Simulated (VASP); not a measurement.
Input of a VASP 6.6.1 run:

The input INCAR:

```
PREC     = Accurate       # precision mode
ENCUT    = 520            # plane-wave cutoff, eV
EDIFF    = 1E-7           # SCF threshold, eV
ISMEAR   = 0              # smearing method
SIGMA    = 0.1            # smearing width, eV
LREAL    = F              # projectors in reciprocal space
LASPH    = T              # aspherical terms in the spheres
NELM     = 60             # most SCF steps
ALGO     = Normal         # electronic algorithm
ISIF     = 3              # what is computed and relaxed
LWAVE    = F              # write WAVECAR
LCHARG   = F              # write CHGCAR
GGA      = PS             # functional
IBRION   = 2              # ionic algorithm
NSW      = 80             # ionic steps
EDIFFG   = -0.002         # ionic threshold
PSTRESS  = 0.001
```

KPOINTS

```
regular mesh
0
Gamma
  6 6 6
```

The input POSCAR:

```
Se                                      
1.0
    2.0674502345      1.1936430141      1.0594092328
   -2.0674502345      1.1936430141      1.0594092328
   -0.0000000000     -2.3872860294      1.0594092339
  Se            
     1
Direct
     0.0000000000000000    0.0000000000000000    0.0000000000000000
```

Potentials or basis: VASP PAW PBE potentials, release 64 (Se).

Launch:

```sh
$ cat potpaw_PBE.64/Se/POTCAR > POTCAR
$ mpirun -np 1 vasp_std > vasp.out
```

(1) Predict the relaxed volume.

(2) What does it give for the relaxed cell?

(3) What does it give for the space group after relaxing (to 0.05 Å)?

Results:

(1) 20.66 Å³/atom.

(2) a = 2.784 Å, b = 2.784 Å, c = 2.784 Å, α = 99.10°, β = 99.10°, γ = 99.10°.

(3) R-3m (No. 166).

Caveat: the k mesh is coarse (spacing up to 0.44 Å⁻¹), so the values aren't converged; the cell is relaxed towards a set pressure, so the enthalpy falls and the energy may rise; the volume moved by over 15 % at a fixed basis, so the end points are rough; the PAW data sets were made with another functional, which shifts forces and pressure a little.
